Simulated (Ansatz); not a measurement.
# 2H-CrOSe monolayer in a perpendicular field, part 2 of 2

Wanted: the out-of-plane response of the 2H-CrOSe monolayer. A positive field points along +c.

Ansatz 0.2.0; plane-wave DFT, PBE-D3(BJ), Ansatz PAW (set soft_1); PAW set soft_1.

So far. Step 2 (Relaxing the slab): The lattice constant a goes from 2.927 to 2.911 Å.

### Step 3. Atoms held, field 0

A sawtooth potential applies the field, turning back in the middle of the vacuum. With the dipole correction the typed value is the field outside the slab. The induced dipole is small, so the SCF threshold is tight.

The cell differs from the one that the last finished run ended in (c 36.437 → 20.712 Å).

Contents of input.yaml:

```yaml
crystal:
  lattice:
    - [2.9111662287, 0.0, 0.0]
    - [-1.4555831143, 2.5211439087, 0.0]
    - [0.0, 0.0, 20.7122400369]
  atoms:
    - { symbol: Se, position: [0.3333333333, 0.6666666667, 0.434525671] }
    - { symbol: Cr, position: [0.0, 0.0, 0.5179317413] }
    - { symbol: O, position: [0.3333333333, 0.6666666667, 0.565474329] }
kpoints:
  mp_grid: { grid: [18, 18, 1] }
  band_path:
    path: [[0, 0, 0], [0.5, 0, 0], [0.33333333, 0.33333333, 0], [0, 0, 0]]
    npoints: 16
hamiltonian:
  xc: pbe
  dispersion: d3bj
  pseudopotentials: { kind: paw, azcp: { folder: soft_1 } }
scf:
  occupations: { method: fermi_dirac, width: 0.02585 }
  convergence: { dr2_threshold: 1.0e-10 }
efield:
  axis: 3
  dipole_correction: true
  ramp_position: 0.97
  ramp_width: 0.06
  amplitude: 0
output:
  dos: { projected: true, e_range: [-6, 5] }
  write_potential: true
  write_density: true
  volumetric_format: npy
  elf: true
```

Run with:

```
$ ansatz run input.yaml --threads 2 --pin off --max-ram 3072MiB --backend cpu --events-out ev --progress --plain --runs-dir out
```

Numbers of over 12 decimals in the logs are rounded to 6 here.

The log of the run:

```text
[...]
Crystal: 3 atoms, lattice volume = 152.017 Å³
Basis set: ecut = 420 eV, 2925 PW (Γ)
Bands: 22, of which v1, the nominal top of the filled ones, is band 18 counted from 1 (17 counted from 0)
Symmetry: 6 space group operations
[...]
k-points: 37 of 324 (time reversal used)
[...]
SCF iter   1: F=—  HF=-9420.334455 eV  |F-HF|=—  |Δ(HF+E_count)|=         —  Δρ=1.31e-1  dr2=2.84e1  ethr=3.10e-3  p=0.000 e·Å  D=2.97e-6 V/Å  ΔV_dip=-0.00 eV  dr2_dipole=3.14e-2  V_vac-E_F(+/−)=4.29/4.29 eV  ⟨swp⟩=9.7  Hψ=4537  notcnv=0
efield: sawtooth ramp at fractional position 0.9700 (set: `efield.ramp_position`, or a place that a band, a saddle search or an elastic batch's reference lends), width 0.0600; the density the first Hamiltonian is built on has a dipole p = 0.000 e·Å; the dipole correction subtracts the counter field D = 2.97e-6 V/Å, which shifts the + side's vacuum level by -0.00 eV against the − side's; the planar-averaged density in the ramp window peaks in size at 1.9e-5 e/Å³
[...]
SCF iter   2: F=—  HF=-9451.344909 eV  |F-HF|=—  |Δ(HF+E_count)|=    3.10e1  Δρ=4.39e-1  dr2=3.52e2  ethr=3.10e-3  p=-0.115 e·Å  D=-1.37e-1 V/Å  ΔV_dip=2.83 eV  dr2_dipole=9.12e-2  V_vac-E_F(+/−)=11.04/8.20 eV  ⟨swp⟩=4.9  Hψ=3098  notcnv=0  recentre
[...]
SCF iter  14: F=-9415.134686 eV  HF=-9415.134686 eV  |F-HF|=1.11e-10  |Δ(HF+E_count)|=  3.29e-10  Δρ=1.72e-7  dr2=4.93e-11  ethr=1.00e-12  p=-0.106 e·Å  D=-1.27e-1 V/Å  ΔV_dip=2.62 eV  dr2_dipole=2.64e-12  V_vac-E_F(+/−)=6.48/3.86 eV  ⟨swp⟩=3.3  Hψ=3049  notcnv=0
SCF 1 converged in 14 iterations: F = -9415.134686 eV  dr2 = 4.93e-11
[...]
NSCF: frozen V_eff on 49 k-points
efield: sawtooth ramp at fractional position 0.9700 (kept from the solve that this one continues, or follows in the run), width 0.0600; the density the first Hamiltonian is built on has a dipole p = -0.106 e·Å; the dipole correction subtracts the counter field D = -1.27e-1 V/Å, which shifts the + side's vacuum level by +2.62 eV against the − side's; the planar-averaged density in the ramp window peaks in size at 1.9e-5 e/Å³
WARN: The output density's exchange-correlation potential varies sharply where the density is thin. Do not read a vacuum level from v_tot or v_xc, or from such a field of the output density. On a cell that repeats whose density bears no net charge and no dipole along the vacuum's axis use v_es (v_loc + v_h of the components); under efield.dipole_correction with no amplitude use v_es + v_field, which holds any externa [...]
SCF converged after 14 iterations
Free energy (F): -9415.134686 eV
[...]
Internal energy: -9415.130819 eV  (E = F + TS)
E sigma→0 (E₀):  -9415.132753 eV
Entropy (-TS):   -0.003867 eV (-1.289 meV/atom)
Fermi energy:    -0.496750 eV
Dipole field:    D = -0.126634 V/Å  (p = -0.106385 e·Å, saw-weighted, corrected)
Work function:   Φ+ = 6.4809 eV   Φ− = 3.8580 eV
Levels:          The Fermi level and band energies are counted from a zero that moves with the ramp; work functions are not
[...]
--- Band table (eV; the first three rows and the last of 37) ---
  k-point 0: bands = [... 14 lower, -4.5358, -1.9111, -1.9111, -0.3003, 1.0726, 1.0726, 2.5466, 2.5466]
  k-point 1: bands = [... 14 lower, -4.4655, -1.9984, -1.9463, -0.3465, 1.0431, 1.0869, 2.1802, 2.4672]
  k-point 2: bands = [... 14 lower, -4.3053, -2.2931, -2.0367, -0.5000, 0.9445, 1.1038, 1.4579, 2.2751]
  k-point 36: bands = [... 14 lower, -5.3640, -4.9257, -3.1112, -1.7067, -0.5638, 0.5425, 0.9916, 1.6339]
```

The job ended after 9.2 s (2 threads of Intel Xeon Platinum 8488C (Sapphire Rapids), shared host; peak memory 0.53 GiB).

Numbers from this step:

```yaml
energy_at_zero_smearing: -9415.1328 eV
work_function_upper_face: 6.481 eV
work_function_lower_face: 3.858 eV
dipole_along_the_normal: -0.1064 e·Å
step_between_the_vacuum_levels: 2.623 eV
```

Running mean over a fixed 2.7 Å (it still follows the layers) of the planar mean; the ramp of the sawtooth is left out. The electron's electrostatic potential energy less the Fermi level by z:

```tsv
z (Å)	electron's electrostatic potential energy less the Fermi level (eV)
3.0	3.86
3.5	3.86
4.0	3.86
4.5	3.86
5.0	3.85
5.5	3.84
6.0	3.80
6.5	3.57
7.0	2.59
7.5	0.702
8.0	-1.23
8.5	-3.17
9.0	-5.29
9.5	-7.70
10.0	-8.96
10.5	-9.31
11.0	-8.15
11.5	-5.95
12.0	-2.79
12.5	0.603
13.0	3.76
13.5	5.83
14.0	6.39
14.5	6.47
15.0	6.48
15.5	6.48
16.0	6.48
16.5	6.48
17.0	6.48
17.5	6.48
```

The density of states has structure finer than the step of the table below, so its rows give means over 0.2 eV, whole bins alone (the curve runs from -6 to 1.83 eV). Peaks (eV: height): -5.97: 6.91, -4.54: 9.33, -2.97: 9.09, -0.98: 9.25, 0.29: 7.83, 0.67: 7.06, 1.61: 15.6.

The density of states by energy, zero at the Fermi level; means over each step:

```tsv
energy (eV)	density of states (states/eV a cell)
-5.8	2.30
-5.6	2.17
-5.4	0.950
-5.2	2.52
-5.0	4.08
-4.8	2.52
-4.6	6.24
-4.4	2.35
-4.2	0.872
-4.0	0.867
-3.8	1.14
-3.6	1.61
-3.4	0.731
-3.2	2.19
-3.0	3.61
-2.8	1.53
-2.6	2.74
-2.4	0.925
-2.2	1.01
-2.0	1.57
-1.8	2.10
-1.6	1.05
-1.4	0.329
-1.2	0.912
-1.0	5.17
-0.8	1.67
-0.6	0.645
-0.4	0.497
-0.2	0.439
0.0	1.62
0.2	3.91
0.4	2.56
0.6	3.56
0.8	3.49
1.0	1.60
1.2	0.988
1.4	1.16
1.6	9.65
```

Projected DOS per atom over height of the atomic layer and energy from the Fermi level. Layers: Se Cr O from below.

Ten even steps from '_' (0.02 states/eV) to '@' (3.87 states/eV), each cell a mean:
```
..@@--
__..__
..--__
..++__
..##__
__..__
______
__++..
__::__
__..__
..::__
....__
::....
--....
..____
..____
..____
....++
..::++
::::--
____..
..::==
```
Columns: height of the atomic layer (Å) from 9 to 11.7 (not evenly spaced); rows upwards: energy from the Fermi level (eV) from -5.96 to 1.78.

Electronic bands along the path, in eV, zero at the Fermi level:

```tsv
point	band 15	band 16	band 17	band 18	band 19	band 20	band 21	band 22
Γ	-4.04	-1.41	-1.41	0.20	1.57	1.57	3.04	3.04
halfway	-3.85	-3.25	-1.77	-0.76	0.47	1.26	1.62	2.47
M	-4.62	-2.96	-1.71	-0.92	0.25	0.56	1.71	2.47
halfway	-4.52	-3.70	-2.72	-0.93	0.07	0.85	1.71	1.89
K	-4.87	-4.43	-2.61	-1.21	-0.07	1.04	1.49	2.13
halfway	-3.94	-3.13	-2.54	-0.82	0.35	0.91	1.55	2.16
Γ	-4.04	-1.41	-1.41	0.20	1.57	1.57	3.04	3.04
```

Electrostatic potential energy in the ca plane at fractional y = 0.667, with atoms of Se and O within 0.2 Å of it. With pseudopotentials it is smooth inside the atoms' cores, unlike the true potential.

Ten even steps from '0' (-22 eV) to '9' (6 eV), each cell a mean:
```
99999999999999998877676411578999999999999999
99999999999999998877776411578999999999999999
99999999999999998753246544678999999999999999
99999999999999998612204666312899999999999999
99999999999999998428931675000499999999999999
99999999999999998428941675000499999999999999
99999999999999998512303666201799999999999999
99999999999999998752236655678999999999999999
```
Columns run along c (16.0 Å, from fractional 0.09 to 0.86 of the cell; values clipped at the 3rd and 97th percentile), rows up along a (2.9 Å). Atoms in or near the plane, at fractional coordinates: Se at (0.43, 0.33), O at (0.57, 0.33).

Valence density in the ca plane at fractional y = 0.667, with atoms of Se and O within 0.2 Å of it. It is the smooth field of the valence electrons, not physical close to the nuclei.

Values in e/Å³, 5 rows by 16 columns, each cell a mean:
```
 0  0  0  0  0  0  0  1  0  0  0  0  0  0  0  0
 0  0  0  0  0  0  1  0  0  0  0  0  0  0  0  0
 0  0  0  0  0  7  5  0  3  1  0  0  0  0  0  0
 0  0  0  0  0 14  9  0  5  1  0  0  0  0  0  0
 0  0  0  0  0  1  1  0  1  0  0  0  0  0  0  0
```
Columns run along c (16.0 Å, from fractional 0.16 to 0.93 of the cell), rows up along a (2.9 Å). Atoms in or near the plane, at fractional coordinates: Se at (0.43, 0.33), O at (0.57, 0.33).

ELF in the ca plane at fractional y = 0.667, with atoms of Se and O within 0.2 Å of it. It is the smooth field of the valence electrons, not physical close to the nuclei.

Ten even steps from '0' (0.00) to '9' (0.89), each cell a mean:
```
00000000000012344421221110000000000000000000
00000000000001234421221110000000000000000000
00000000000246777762113564200000000000000000
00000000002589976774137898631000000000000000
00000000014799952574258679841000000000000000
00000000014799941474258579841000000000000000
00000000002689975774138898631000000000000000
00000000000257887763113665310000000000000000
```
Columns run along c (16.0 Å, from fractional 0.16 to 0.93 of the cell), rows up along a (2.9 Å). Atoms in or near the plane, at fractional coordinates: Se at (0.43, 0.33), O at (0.57, 0.33).

The work function of the upper face is 6.48 eV.

### Step 4. Single point, field 0.1 V/Å

input.yaml, as its differences from that of step 3:

```diff
@@ -24,7 +24,6 @@
   dipole_correction: true
-  ramp_position: 0.97
-  ramp_width: 0.06
-  amplitude: 0
+  ramp_position: 0.9276
+  ramp_width: 0.1448
+  amplitude: 0.1
 output:
-  dos: { projected: true, e_range: [-6, 5] }
   write_potential: true
@@ -32,2 +31 @@
   volumetric_format: npy
-  elf: true
```

The log of the run:

```text
[...]
Crystal: 3 atoms, lattice volume = 152.017 Å³
Basis set: ecut = 420 eV, 2925 PW (Γ)
Bands: 22, of which v1, the nominal top of the filled ones, is band 18 counted from 1 (17 counted from 0)
Symmetry: 6 space group operations
[...]
k-points: 37 of 324 (time reversal used)
[...]
--- Band table (eV; the first three rows and the last of 37) ---
  k-point 0: bands = [... 14 lower, -4.5661, -1.9372, -1.9372, -0.3202, 1.0490, 1.0490, 2.4307, 2.5161]
  k-point 1: bands = [... 14 lower, -4.4958, -2.0246, -1.9724, -0.3668, 1.0198, 1.0632, 2.1439, 2.4367]
  k-point 2: bands = [... 14 lower, -4.3355, -2.3201, -2.0631, -0.5211, 0.9199, 1.0800, 1.4283, 2.2449]
  k-point 36: bands = [... 14 lower, -5.3885, -4.9447, -3.1370, -1.7334, -0.5897, 0.5143, 0.9660, 1.6041]
[key lines of the parts left out:]
SCF converged after 14 iterations
Free energy (F): -9415.124962 eV
Fermi energy:    -0.521460 eV
Dipole field:    D = -0.104860 V/Å  (p = -0.088093 e·Å, saw-weighted, corrected)
```

It took 9.2 s on 2 threads; peak memory 0.47 GiB; 18 s of CPU time.

The dipole is -0.0881 e·Å, 0.0183 e·Å from its value without field.

### Step 5. Atoms held, field -0.1 V/Å

input.yaml, as its differences from that of step 4:

```diff
@@ -26,3 +26,3 @@
   ramp_width: 0.1448
-  amplitude: 0.1
+  amplitude: -0.1
 output:
```

The log of the run:

```text
[...]
Crystal: 3 atoms, lattice volume = 152.017 Å³
Basis set: ecut = 420 eV, 2925 PW (Γ)
Bands: 22, of which v1, the nominal top of the filled ones, is band 18 counted from 1 (17 counted from 0)
Symmetry: 6 space group operations
[...]
k-points: 37 of 324 (time reversal used)
[...]
--- Band table (eV; the first three rows and the last of 37) ---
  k-point 0: bands = [... 14 lower, -4.5062, -1.8857, -1.8857, -0.2812, 1.0956, 1.0956, 2.5764, 2.5764]
  k-point 1: bands = [... 14 lower, -4.4359, -1.9727, -1.9207, -0.3270, 1.0658, 1.1099, 2.2129, 2.4970]
  k-point 2: bands = [... 14 lower, -4.2758, -2.2669, -2.0109, -0.4796, 0.9682, 1.1270, 1.4867, 2.3047]
  k-point 36: bands = [... 14 lower, -5.3402, -4.9073, -3.0861, -1.6807, -0.5386, 0.5700, 1.0166, 1.6632]
[key lines of the parts left out:]
SCF converged after 14 iterations
Free energy (F): -9415.146238 eV
Fermi energy:    -0.472772 eV
Dipole field:    D = -0.148381 V/Å  (p = -0.124654 e·Å, saw-weighted, corrected)
```

Run time: 9.1 s. Hardware: 2 threads; peak memory 0.48 GiB.

The dipole is -0.125 e·Å, -0.0183 e·Å from its value without field.

### Step 6. Response, atoms held

This step: plane-wave DFT, PBE-D3(BJ), Ansatz PAW (set soft_1); response to a field along the normal, atoms held; PAW set soft_1 (Ansatz 0.2.0).

The dipoles give the slope, and the difference of two potentials shows where the field is screened.

This step gave:

| Quantity | Value |
| --- | --- |
| equivalent conductor thickness p/(ε₀AE) | 4.507 Å |
| distance between the outer atoms | 2.712 Å |

The dipole of the cell by applied field:

```tsv
applied field (V/Å)	dipole of the cell (e·Å)
-0.1000	-0.125
0.0000	-0.106
0.1000	-0.0881
```

Local field over the applied field, running mean. From the potentials at -0.1 and 0.1 V/Å; running mean over 2.5 Å. Table of local field over applied field by z:

z (Å), local field over applied field and a bar:
```
     4.03      1.000 ##############################
     4.32      0.999 ##############################
     4.75      0.997 ##############################
     5.03      0.995 ##############################
     5.47      0.986 ##############################
     5.75      0.974 #############################
     6.04      0.954 #############################
     6.47      0.896 ###########################
     6.76      0.833 #########################
     7.05      0.749 ######################
     7.48      0.602 ##################
     7.77      0.499 ##############
     8.20      0.342 ##########
     8.49      0.241 #######
     8.77      0.156 ####
     9.21      0.075 #
     9.49      0.050 #
     9.78      0.035 
    10.21      0.030 
    10.50      0.047 #
    10.93      0.101 ##
    11.22      0.163 ####
    11.51      0.240 ######
    11.94      0.374 ###########
    12.23      0.479 ##############
    12.51      0.587 #################
    12.95      0.735 ######################
    13.23      0.822 ########################
    13.66      0.921 ############################
    13.95      0.958 #############################
    14.24      0.979 #############################
    14.67      0.993 ##############################
    14.96      0.997 ##############################
    15.25      0.998 ##############################
    15.68      1.000 ##############################
    15.97      1.000 ##############################
    16.40      1.000 ##############################
    16.68      1.000 ##############################
```

Electrons, planar mean, per unit field. Table of induced electron density by z:

```tsv
z (Å)	induced electron density (e/Å³ per V/Å)
4.03	1.9e-6
4.46	5.5e-6
4.89	1.6e-5
5.32	4.4e-5
5.75	1.2e-4
6.18	2.9e-4
6.62	7.0e-4
7.05	0.00153
7.48	0.00290
7.91	0.00376
8.34	0.00204
8.77	8.0e-4
9.21	9.3e-4
9.64	1.9e-5
10.07	-0.00133
10.64	0.00119
11.08	-5.3e-4
11.51	-0.00205
11.94	-0.00228
12.37	-0.00409
12.80	-0.00236
13.23	-9.5e-4
13.66	-3.4e-4
14.10	-1.1e-4
14.53	-3.7e-5
14.96	-1.1e-5
15.39	-3.4e-6
15.82	-1.1e-6
16.25	-3.1e-7
16.68	-1.6e-7
```

By hand: between -0.1 and 0.1 V/Å the dipole changes by 0.03656 e·Å, a slope of 0.1828 e·Å²/V. A perfect conductor of thickness t has p = ε₀AEt, so t = 180.95 × 0.1828 / 7.339 = 4.51 Å (e/ε₀ = 180.95 V·Å, A in Å²).

The induced dipole is that of a conductor 4.51 Å thick.

### Step 7. Results

* gap without field: none
* work function, upper face: 6.48 eV
* step between the vacuum levels: 2.62 eV
* equivalent conductor thickness, atoms held: 4.51 Å

**Reading.** The induced dipole equals that of a perfect conductor 4.51 Å thick, while the outer atoms lie 2.71 Å apart. The two faces differ: the vacuum level above lies 2.62 eV higher than the one below. There is no gap over 0.03 eV, with or without the field. The main runs have no spin polarisation; a magnetic state could lie lower and would change these results. Spin-orbit coupling is left out.

[Logs are printed without paths, hosts, clocks, repeated set-up lines and the standing remarks that a program may print on its own settings, such as how far it seeks lower states.]

[Hosts, paths, dates, database ids (printed as entryN), source tags and the programs' standing remarks are cut or masked in the printed files.]

[Maps of the electrostatic potential energy from Ansatz leave out the sawtooth potential of an applied field or a dipole correction, so their vacuum need not be flat; planar profiles and work functions include it.]

[The density of states shown here was stored with 400 of the rows of the run's finer table, so its peaks can read low, often by over a quarter, or be missed, and its means over a window can be off by a tenth or more.]
